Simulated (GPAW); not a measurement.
The system is Ti.

```
Ti
1.0
     4.56737    0.00000    0.00000
    -2.28369    3.95546    0.00000
     0.00000    0.00000    2.82624
Ti
3
Direct
  0.66667 0.33333 0.50000
  0.33333 0.66667 0.50000
  0.00000 0.00000 0.00000
```

This isn't the form of Ti at room conditions, which is hcp.

* Program: GPAW 26.7.0
* Task: relaxation of cell and atoms
* Functional: PBEsol
* Dispersion: D3(BJ)
* Potentials or basis: PAW data sets generated in the run's folder for this functional
* Cutoff: 600 eV
* Basis: pw
* k mesh: 5 × 5 × 7
* Occupations: fermi-dirac, width 0.05 eV
* Spin: no spin polarisation

At the start: pressure -9.9 GPa; volume 17.02 Å³/atom.

**Question.** Where does the relaxation end?

**Answer.** Over 6 steps the energy falls by 40.0 meV/atom and the volume is 15.58 Å³/atom (-8.5 %); space group P6/mmm (No. 191, to 0.05 Å).

Step by step:
```
step  energy change (eV)  largest force (eV/Å)  pressure (GPa)  volume (Å³)
   1              0.0000                0.0000           -9.90        51.06
   2             -0.0394                0.0000           -8.44        50.30
   3             -0.1174                0.0000            0.70        46.49
   4             -0.1195                0.0000           -0.02        46.74
   5             -0.1196                0.0000           -0.05        46.75
   6             -0.1200                0.0000           -0.03        46.73
```

Final structure:
```cif
data_structure
_symmetry_space_group_name_H-M 'P 1'
_symmetry_Int_Tables_number 1
_cell_length_a 4.4232
_cell_length_b 4.4232
_cell_length_c 2.7578
_cell_angle_alpha 90.000
_cell_angle_beta 90.000
_cell_angle_gamma 120.000
_cell_volume 46.73
loop_
_atom_site_label
_atom_site_type_symbol
_atom_site_fract_x
_atom_site_fract_y
_atom_site_fract_z
_atom_site_occupancy
Ti1 Ti 0.66667 0.33333 0.50000 1
Ti2 Ti 0.33333 0.66667 0.50000 1
Ti3 Ti 0.00000 0.00000 0.00000 1
```

Caveat: later steps reuse the first step's grids; pairwise dispersion overbinds metals, which lowers pressure and volume.
